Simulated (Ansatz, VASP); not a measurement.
One calculation of Ca, two programs

```
Ca
1.0
     3.48590   -3.69379    0.00000
     3.48590    3.69379    0.00000
     0.00000    0.00000    7.05554
Ca
4
Direct
  0.66179 0.33821 0.30349
  0.33821 0.66179 0.69651
  0.83821 0.16179 0.80349
  0.16179 0.83821 0.19651
```

Change from the starting cell: volume scaled by 1.02.

Alike in both runs: task single point; functional PBE; k mesh 5 × 5 × 4; occupations fermi-dirac, width 0.05 eV; no spin polarisation.

|  | VASP | Ansatz |
| --- | --- | --- |
| version | VASP 6.6.1 | Ansatz 0.2.0 |
| potentials or method | VASP PAW PBE potentials, release 64 (Ca_sv) | Ansatz PAW |
| plane-wave cutoff (eV) | 520 | 420 |
| valence electrons in the cell | 40 | 40 |

```csv
,VASP,Ansatz,Ansatz less VASP
gap on the k mesh at the Fermi level (eV),none,none,-
pressure (GPa),-0.4,-0.4,-0.01
largest component of the traceless stress (GPa),0.31,0.31,-0.001
rms of the force components (eV/Å),0.024,0.024,+0.0002
```

Atom by atom the forces differ by 0.000 eV/Å (rms over components). A gap of «none» marks a metal or a gap that the smearing closes.
